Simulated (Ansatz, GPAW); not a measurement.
**Geometry or basis: what sets the conductance of benzene-1,4-dithiol between two Pt chains**

Wanted: T(E) of benzene-1,4-dithiol between two Pt chains at a relaxed geometry in two programs, beside the unrelaxed structure.

Calculated with GPAW 26.7.0 and Ansatz 0.2.0; Ansatz plane waves; relaxation of the junction with the lead ends held; PAW set soft_1, in the first sound run; inputs show where later runs differ.

Report form: the programs' logs are mostly left out.

### Step 1. Set-up

The cell holds 28 atoms: 16 Pt, 2 S, 4 H and 6 C. Its edges and angles: a = 11.440 Å, b = 9.000 Å, c = 44.834 Å, α = 90.0°, β = 90.0°, γ = 90.0°. Regions: left lead, 8 atoms (8 Pt); channel, 12 atoms (2 S, 4 H and 6 C); right lead, 8 atoms (8 Pt). Vacuum lies along a and b. The structure is stacked along c, and the current runs across the ab planes.

### Step 2. Relaxing the atoms

Transmission follows bond lengths closely, so the atoms between the held lead ends are relaxed first, from a slightly shaken start that lets symmetry break.

The input, input.yaml:

```yaml
crystal:
  lattice:
    - [11.4403952589, 0.0, 0.0]
    - [0.0, 9.0, 0.0]
    - [0.0, 0.0, 44.8339564912]
  atoms:
    - { symbol: Pt, position: [0.5, 0.5, 0.0267654272] }
    - { symbol: Pt, position: [0.5, 0.5, 0.0802962817] }
    - { symbol: Pt, position: [0.5, 0.5, 0.1338271362] }
    - { symbol: Pt, position: [0.5, 0.5, 0.1873579906] }
    - { symbol: Pt, position: [0.5, 0.5, 0.2408888451] }
    - { symbol: Pt, position: [0.5, 0.5, 0.2944196996] }
    - { symbol: Pt, position: [0.4968352943, 0.5004378597, 0.3477959856] }
    - { symbol: Pt, position: [0.4986253579, 0.5009711253, 0.4021026204] }
[... 16 atom lines left out ...]
    - { symbol: Pt, position: [0.5, 0.5, 0.8126420094] }
    - { symbol: Pt, position: [0.5, 0.5, 0.8661728638] }
    - { symbol: Pt, position: [0.5, 0.5, 0.9197037183] }
    - { symbol: Pt, position: [0.5, 0.5, 0.9732345728] }
kpoints:
  mp_grid: { grid: [1, 1, 2] }
hamiltonian:
  xc: pbe
  pseudopotentials: { kind: paw, azcp: { folder: soft_1 } }
scf:
  occupations: { method: fermi_dirac, width: 0.1 }
relax:
  f_tol: 0.03
  max_steps: 80
  constraints: [{ sites: [0, 1, 2, 3, 4, 5, 22, 23, 24, 25, 26, 27] }]
```

Launch:

```sh
> ansatz run input.yaml --threads 4 --pin off --max-ram 8192MiB --backend cpu --events-out ev --progress --plain --runs-dir out
```

Elapsed: 8.9 min, on 4 threads of Arm Neoverse V2, shared host; peak memory 5.1 GiB.

The steps of the relaxation:

| step | energy less that of the first step (eV) | largest force component (eV/Å) |
| --- | --- | --- |
| 1 | 0.0000 | 8.7904 |
| 2 | -1.0993 | 2.5134 |
| 3 | -1.4418 | 0.6872 |
| 4 | -1.6350 | 0.3819 |
| 5 | -1.8132 | 0.3682 |
| 6 | -1.9725 | 0.2443 |
| 7 | -2.0737 | 0.1956 |
| 8 | -2.1107 | 0.0396 |
| 9 | -2.0516 | 0.8736 |
| 10 | -2.1161 | 0.0156 |
| 11 | -2.1225 | 0.0201 |
| 12 | -2.1278 | 0.0756 |
| 13 | -2.1316 | 0.0808 |
| 14 | -2.1342 | 0.1182 |
| 15 | -2.1358 | 0.1362 |
| 16 | -2.1385 | 0.0588 |
| 17 | -2.1390 | 0.0413 |
| 18 | -2.1394 | 0.0199 |
| 19 | -2.1397 | 0.0110 |

Relaxation step 9 was tried and not accepted.

The atoms that moved most (Å):

| atom | dx | dy | dz | length |
| --- | --- | --- | --- | --- |
| Pt22 | 1.020 | 0.383 | 0.256 | 1.119 |
| Pt7 | -1.026 | 0.321 | -0.274 | 1.109 |
| C15 | -0.033 | -1.038 | 0.103 | 1.044 |
| H10 | 0.119 | -1.029 | 0.072 | 1.038 |
| H16 | -0.007 | -1.023 | 0.079 | 1.026 |
| C14 | 0.071 | -1.020 | -0.045 | 1.023 |
| S20 | 0.029 | -1.019 | 0.040 | 1.020 |
| H19 | -0.119 | -1.010 | -0.074 | 1.020 |

This step gave:

```yaml
free_energy: -203728.1600 eV
smearing_term_ts: 1.047 eV
symmetry_operations: 1
```

The relaxation lowered the energy of the cell by 2.14 eV.

### Step 3. Plane-wave reference (PBE)

Plane waves give the reference curve, free of the bias of atom-centred orbitals.

This step: Ansatz plane waves; Landauer transmission by layers, zero bias; PAW set soft_1 (Ansatz 0.2.0).

The input, input.yaml:

```yaml
crystal:
  lattice:
    - [11.4403952589, 0.0, 0.0]
    - [0.0, 9.0, 0.0]
    - [0.0, 0.0, 44.8339564912]
  atoms:
    - { symbol: Pt, position: [0.5, 0.5, 0.0267654272] }
    - { symbol: Pt, position: [0.5, 0.5, 0.0802962817] }
    - { symbol: Pt, position: [0.5, 0.5, 0.1338271362] }
    - { symbol: Pt, position: [0.5, 0.5, 0.1873579906] }
    - { symbol: Pt, position: [0.5, 0.5, 0.2408888451] }
    - { symbol: Pt, position: [0.5, 0.5, 0.2944196996] }
    - { symbol: Pt, position: [0.4071376473, 0.5360749027, 0.3416936908] }
    - { symbol: Pt, position: [0.4729136328, 0.5115967952, 0.3930672129] }
[... 16 atom lines left out ...]
    - { symbol: Pt, position: [0.5, 0.5, 0.8126420094] }
    - { symbol: Pt, position: [0.5, 0.5, 0.8661728638] }
    - { symbol: Pt, position: [0.5, 0.5, 0.9197037183] }
    - { symbol: Pt, position: [0.5, 0.5, 0.9732345728] }
kpoints:
  mp_grid: { grid: [1, 1, 2] }
hamiltonian:
  xc: pbe
  pseudopotentials: { kind: paw, azcp: { folder: soft_1 } }
scf:
  occupations: { method: fermi_dirac, width: 0.1 }
output:
  transmission:
    leads: [[0, 1]]
    e_range: [-2, 2]
    de: 0.025
    kmesh: [1, 1]
    reduced_basis: true
  write_potential: true
  write_density: true
  volumetric_format: npy
  elf: true
```

The job ended after 70 min (4 threads; peak memory 7.3 GiB; 3.9 h of CPU time).

Numbers from this step:

* free energy: -203728.1597 eV
* lead level: 0 eV from the Fermi level
* transmission at the Fermi level (one spin): 0.3927
* open channels of the lead at the Fermi level (one spin): 4
* step of the potential along the lead: 6.7 meV
* offset of the lead: 0 Å
* filling of the lead less its bulk value, in size: 4.8 meV
* conductance: 0.4198 G₀

One spin. Table of transmission, zone mean by energy, zero at the Fermi level:

| energy (eV) | transmission, zone mean |
| --- | --- |
| -2.000 | 0.976 |
| -1.800 | 0.974 |
| -1.600 | 0.889 |
| -1.425 | 0.709 |
| -1.400 | 0.538 |
| -1.200 | 0.0868 |
| -1.000 | 0.248 |
| -0.800 | 0.648 |
| -0.600 | 0.953 |
| -0.550 | 1.00 |
| -0.400 | 0.980 |
| -0.375 | 1.00 |
| -0.200 | 0.981 |
| -0.175 | 1.00 |
| 0.000 | 0.393 |
| 0.200 | 0.238 |
| 0.400 | 0.996 |
| 0.600 | 0.0283 |
| 0.800 | 0.00741 |
| 1.000 | 0.00181 |
| 1.200 | 9.3e-4 |
| 1.400 | 5.8e-4 |
| 1.600 | 4.0e-4 |
| 1.800 | 2.9e-4 |
| 2.000 | 2.1e-4 |

One spin. Open channels, zone mean against energy, zero at the Fermi level:

| energy (eV) | open channels, zone mean |
| --- | --- |
| -2.000 | 3 |
| -1.900 | 3 |
| -1.800 | 3 |
| -1.700 | 3 |
| -1.600 | 4 |
| -1.500 | 4 |
| -1.400 | 6 |
| -1.300 | 6 |
| -1.200 | 6 |
| -1.100 | 6 |
| -1.000 | 6 |
| -0.900 | 6 |
| -0.800 | 6 |
| -0.700 | 6 |
| -0.600 | 6 |
| -0.500 | 6 |
| -0.400 | 4 |
| -0.300 | 4 |
| -0.200 | 4 |
| -0.100 | 4 |
| 0.000 | 4 |
| 0.100 | 4 |
| 0.200 | 4 |
| 0.300 | 4 |
| 0.400 | 3 |
| 0.500 | 3 |
| 0.600 | 3 |
| 0.700 | 3 |
| 0.800 | 1 |
| 0.900 | 1 |
| 1.000 | 1 |
| 1.100 | 1 |
| 1.200 | 1 |
| 1.300 | 1 |
| 1.400 | 1 |
| 1.500 | 1 |
| 1.600 | 1 |
| 1.700 | 1 |
| 1.800 | 1 |
| 1.900 | 1 |
| 2.000 | 1 |

Crystal 0, spin -, k parallel (0, 0); distinct values, listed up to 1.5 1/Å. Table of Im kz of the slowest decaying states by energy, zero at the Fermi level:

| energy (eV) | decay 1 (Å⁻¹) | decay 2 (Å⁻¹) | decay 3 (Å⁻¹) | decay 4 (Å⁻¹) |
| --- | --- | --- | --- | --- |
| -2.0000 | 0.386 | 0.615 | 0.615 | 1.37 |
| -1.7500 | 0.236 | 0.471 | 0.472 | 1.35 |
| -1.5000 | 0.224 | 0.225 | 1.33 | 1.35 |
| -1.2500 | 1.30 | 1.33 | 1.36 | 1.45 |
| -1.0000 | 1.28 | 1.30 | 1.34 | 1.43 |
| -0.7500 | 1.25 | 1.28 | 1.31 | 1.41 |
| -0.5000 | 1.23 | 1.26 | 1.29 | 1.38 |
| -0.2500 | 0.308 | 0.308 | 1.20 | 1.23 |
| 0.0000 | 0.469 | 1.17 | 1.20 | 1.23 |
| 0.2500 | 0.571 | 1.15 | 1.18 | 1.21 |
| 0.5000 | 0.198 | 0.647 | 1.12 | 1.15 |
| 0.7500 | 0.293 | 0.708 | 1.09 | 1.12 |
| 1.0000 | 0.114 | 0.116 | 0.360 | 0.757 |
| 1.2500 | 0.163 | 0.164 | 0.412 | 0.799 |
| 1.5000 | 0.193 | 0.194 | 0.454 | 0.834 |
| 1.7500 | 0.212 | 0.213 | 0.489 | 0.865 |
| 2.0000 | 0.223 | 0.224 | 0.519 | 0.892 |

Crystal 0, spin -, k parallel (0, 0). Table of Re kz of states that move upwards by energy, zero at the Fermi level:

| energy (eV) | channel 1 (Å⁻¹) | channel 2 (Å⁻¹) | channel 3 (Å⁻¹) | channel 4 (Å⁻¹) | channel 5 (Å⁻¹) | channel 6 (Å⁻¹) |
| --- | --- | --- | --- | --- | --- | --- |
| -2.0000 | -0.642 | -0.640 | 0.727 | - | - | - |
| -1.7500 | -0.592 | -0.591 | 0.752 | - | - | - |
| -1.5000 | -0.544 | -0.543 | 0.198 | 0.779 | - | - |
| -1.2500 | -0.497 | -0.496 | 0.369 | 0.380 | 0.380 | 0.807 |
| -1.0000 | -0.452 | -0.450 | 0.484 | 0.612 | 0.612 | 0.839 |
| -0.7500 | -0.406 | -0.405 | 0.576 | 0.819 | 0.819 | 0.876 |
| -0.5000 | -0.360 | -0.359 | 0.652 | 0.922 | 1.07 | 1.08 |
| -0.2500 | -0.313 | -0.312 | 0.715 | 0.982 | - | - |
| 0.0000 | -0.264 | -0.263 | 0.765 | 1.06 | - | - |
| 0.2500 | -0.211 | -0.210 | 0.806 | 1.21 | - | - |
| 0.5000 | -0.150 | -0.149 | 0.840 | - | - | - |
| 0.7500 | -0.0583 | -0.0541 | 0.869 | - | - | - |
| 1.0000 | 0.895 | - | - | - | - | - |
| 1.2500 | 0.919 | - | - | - | - | - |
| 1.5000 | 0.942 | - | - | - | - | - |
| 1.7500 | 0.964 | - | - | - | - | - |
| 2.0000 | 0.985 | - | - | - | - | - |

The electrostatic potential energy of an electron (with the applied field's), less the Fermi level, planar mean oscillates, so the rows of the table below give means over windows of 2.24 Å about each position, cut where the curve ends. Its first 14 maxima inside the range that stand out by 2 % of the span (Å: eV): 2.4: 5.80, 4.8: 5.79, 7.2: 5.77, 9.6: 5.74, 12.0: 5.68, 14.2: 5.35, 16.4: 5.35, 18.7: 4.95, 20.3: 4.44, 21.7: 3.81, 23.2: 3.81, 24.5: 4.44, 26.2: 4.95, 28.4: 5.35. Its first 14 minima: 1.2: 4.30, 3.6: 4.30, 6.0: 4.29, 8.4: 4.25, 10.8: 4.22, 13.2: 4.12, 15.4: 4.02, 17.6: 3.83, 19.7: 4.13, 21.2: 3.45, 22.4: 3.32, 23.6: 3.45, 25.1: 4.13, 27.2: 3.83.

The electrostatic potential energy of an electron (with the applied field's), less the Fermi level, planar mean by z; means over each step:

z (Å), electrostatic potential energy of an electron (with the applied field's), less the Fermi level, planar mean (eV) and a bar from the least value:
```
     1.12       5.00 ##############################
     3.36       5.01 ##############################
     5.60       5.01 ##############################
     7.84       5.01 ##############################
    10.08       5.00 ##############################
    12.32       4.95 ############################
    14.56       4.63 #####################
    16.80       4.61 ####################
    19.04       4.44 ################
    21.28       3.81 
    23.52       3.80 
    25.76       4.44 ################
    28.00       4.61 ####################
    30.24       4.64 #####################
    32.48       4.94 ############################
    34.72       4.99 ##############################
    36.96       5.00 ##############################
    39.20       5.01 ##############################
    41.44       5.01 ##############################
    43.68       4.96 #############################
```

The valence density, planar mean oscillates, so the rows of the table below give means over windows of 2.39 Å about each position, cut where the curve ends. Its first 14 maxima inside the range that stand out by 2 % of the span (Å: e/Å³): 1.2: 0.155, 3.6: 0.155, 6.0: 0.155, 8.4: 0.155, 10.8: 0.155, 13.2: 0.155, 15.4: 0.153, 17.6: 0.156, 22.1: 0.0747, 27.2: 0.156, 29.4: 0.153, 31.7: 0.155, 34.1: 0.155, 36.5: 0.155. Its first 14 minima: 2.4: 0.0177, 4.8: 0.0177, 7.2: 0.0178, 9.6: 0.0177, 12.0: 0.0180, 14.2: 0.0251, 16.4: 0.0191, 18.7: 0.0273, 26.2: 0.0273, 28.4: 0.0191, 30.6: 0.0251, 32.9: 0.0180, 35.3: 0.0177, 37.7: 0.0178.

Table of valence density, planar mean by z; means over each step:

z (Å), valence density, planar mean (e/Å³) and a bar from the least value:
```
     1.20      0.073 ###################
     3.58      0.073 ###################
     5.97      0.073 ###################
     8.36      0.073 ###################
    10.75      0.073 ###################
    13.14      0.074 ####################
    15.53      0.075 ####################
    17.92      0.077 #####################
    20.31      0.048 #####
    22.70      0.071 ##################
    25.09      0.039 
    27.48      0.075 ####################
    29.87      0.078 ######################
    32.26      0.073 ###################
    34.65      0.073 ###################
    37.04      0.073 ###################
    39.43      0.073 ###################
    41.82      0.073 ###################
    44.21      0.093 ##############################
```

Electrostatic potential energy in the ca plane at fractional y = 0.520, with atoms of Pt and S and H and C within 0.2 Å of it. With pseudopotentials it is smooth inside the atoms' cores, unlike the true potential.

Ten even steps from '0' (-62 eV) to '9' (2 eV), each cell a mean:
```
99999999999999999999999999999999999999999999
99999999999999999999999999999999999999999999
99999999999999999999999999999999999999999999
99999999999999999999999999999999999999999999
99999999999999999999999999999999999999999999
99999999999999999999999999999999988999999999
99999999999999999999999999999999845899999999
99999999999999999999999999878998746899875578
99999999999999999999999999735667202788733237
88899988899999999999999999874114313555632237
12488621268999999876689999985115776201665577
00167300027998998510038999986468898423788887
00268400037643478400016887861037887446899998
44789854577200037620037533462135464004899999
99999999997200038876787333267761025325589999
99999999998632479999998433479974248886479999
99999999999988899999999877899985489999999999
99999999999999999999999999999986689999999999
99999999999999999999999999999999999999999999
99999999999999999999999999999999999999999999
99999999999999999999999999999999999999999999
99999999999999999999999999999999999999999999
99999999999999999999999999999999999999999999
99999999999999999999999999999999999999999999
```
Columns run along c (16.0 Å, from fractional 0.24 to 0.59 of the cell; values clipped at the 3rd and 97th percentile), rows up along a (11.4 Å). Atoms in or near the plane, at fractional coordinates: Pt at (0.24, 0.50), Pt at (0.29, 0.50), Pt at (0.34, 0.41), Pt at (0.39, 0.47), S at (0.44, 0.38), H at (0.46, 0.64), C at (0.47, 0.45), C at (0.48, 0.58), H at (0.49, 0.28), C at (0.50, 0.38), C at (0.50, 0.62), H at (0.51, 0.71), C at (0.52, 0.42), C at (0.53, 0.54) and more.

Valence density in the ca plane at fractional y = 0.520, with atoms of Pt and S and H and C within 0.2 Å of it. It is the smooth field of the valence electrons, not physical close to the nuclei.

Ten steps, logarithmic in the rise over the least value, from '0' (0 e/Å³) to '9' (11 e/Å³), each cell a mean:
```
00000000000000000000000000000000000000000000
00000000000000000000000000000000000000000000
00000000000000000000000000000000000000000000
00000000000000000000000000000000000000000000
00000000000000000000000000000000000000000000
00000000000000000000000000122100000000000000
00000000000000000000000001355210122211000000
00000000000000000000233223465311245432111111
11100000000000000001355545665433454443233223
34321000000112110001346666666655554454566544
78752111111245532100135665445666544445799864
99974333322589863211235654224565432334899863
89864567644699984333456654334565311113578642
56544799864578865554555665556665310001234311
22224799863345444543544456666566531000011100
00112477642112223455432245654345521000000000
00001233211000011344321135642112210000000000
00000000000000000111100124421000000000000000
00000000000000000000000001100000000000000000
00000000000000000000000000000000000000000000
00000000000000000000000000000000000000000000
00000000000000000000000000000000000000000000
00000000000000000000000000000000000000000000
00000000000000000000000000000000000000000000
```
Columns run along c (16.0 Å, from fractional 0.29 to 0.64 of the cell), rows up along a (11.4 Å). Atoms in or near the plane, at fractional coordinates: Pt at (0.29, 0.50), Pt at (0.34, 0.41), Pt at (0.39, 0.47), S at (0.44, 0.38), H at (0.46, 0.64), C at (0.47, 0.45), C at (0.48, 0.58), H at (0.49, 0.28), C at (0.50, 0.38), C at (0.50, 0.62), H at (0.51, 0.71), C at (0.52, 0.42), C at (0.53, 0.54), H at (0.54, 0.36) and more.

ELF in the ca plane at fractional y = 0.520, with atoms of Pt and S and H and C within 0.2 Å of it. It is the smooth field of the valence electrons, not physical close to the nuclei.

Values in units of 1e-1, 13 rows by 16 columns, each cell a mean:
```
0.0 0.0 0.0 0.0 0.0 0.0 0.0 0.0 0.0 0.0 0.0 0.0 0.0 0.0 0.0 0.0
0.0 0.0 0.0 0.1 1.6 0.2 0.1 0.4 0.0 0.0 0.1 0.2 0.1 0.0 0.0 0.0
0.0 0.3 0.3 1.0 8.6 3.4 1.9 4.1 0.4 0.1 0.5 1.1 0.5 0.1 0.0 0.0
0.1 3.5 6.5 1.7 9.6 5.4 5.4 8.6 1.9 0.8 1.4 2.9 1.4 0.5 0.3 0.4
0.7 4.7 9.8 5.7 5.5 4.7 5.6 5.3 4.1 3.4 2.6 5.1 2.8 2.4 1.9 2.0
2.1 1.3 6.4 4.8 5.7 5.5 7.3 5.7 4.7 5.2 3.7 5.6 3.8 4.5 3.6 3.7
4.1 4.1 5.4 5.8 2.1 7.0 4.1 3.0 4.1 5.3 3.0 3.7 3.2 5.7 4.0 4.8
5.3 4.1 6.9 6.8 5.9 4.7 7.1 1.0 2.2 3.4 1.5 1.6 2.0 4.2 2.5 3.6
4.7 6.8 4.5 5.6 6.4 5.4 9.9 3.0 0.8 1.5 0.5 0.2 1.1 2.2 1.1 1.8
2.7 8.5 3.2 7.4 8.8 0.8 5.7 1.4 0.1 0.2 0.1 0.0 0.2 0.5 0.2 0.3
0.5 3.2 0.6 4.0 6.4 0.2 0.1 0.1 0.0 0.0 0.0 0.0 0.0 0.0 0.0 0.0
0.0 0.2 0.0 0.2 0.6 0.0 0.0 0.0 0.0 0.0 0.0 0.0 0.0 0.0 0.0 0.0
0.0 0.0 0.0 0.0 0.0 0.0 0.0 0.0 0.0 0.0 0.0 0.0 0.0 0.0 0.0 0.0
```
Columns run along c (16.0 Å, from fractional 0.41 to 0.76 of the cell), rows up along a (11.4 Å). Atoms in or near the plane, at fractional coordinates: S at (0.44, 0.38), H at (0.46, 0.64), C at (0.47, 0.45), C at (0.48, 0.58), H at (0.49, 0.28), C at (0.50, 0.38), C at (0.50, 0.62), H at (0.51, 0.71), C at (0.52, 0.42), C at (0.53, 0.54), H at (0.54, 0.36), S at (0.56, 0.62), Pt at (0.61, 0.53), Pt at (0.66, 0.59) and more.

The largest of the program's own error estimates on the conductance is 8.1 %. T at the Fermi level is 0.393 of 4 open channels a spin, without spin-orbit coupling, which is large for these atoms.

(Continued in part 2 of 3.)

[Logs are printed without paths, hosts, clocks, repeated set-up lines and the standing remarks that a program may print on its own settings, such as how far it seeks lower states.]

[Hosts, paths, dates, database ids (printed as entryN), source tags and the programs' standing remarks are cut or masked in the printed files.]
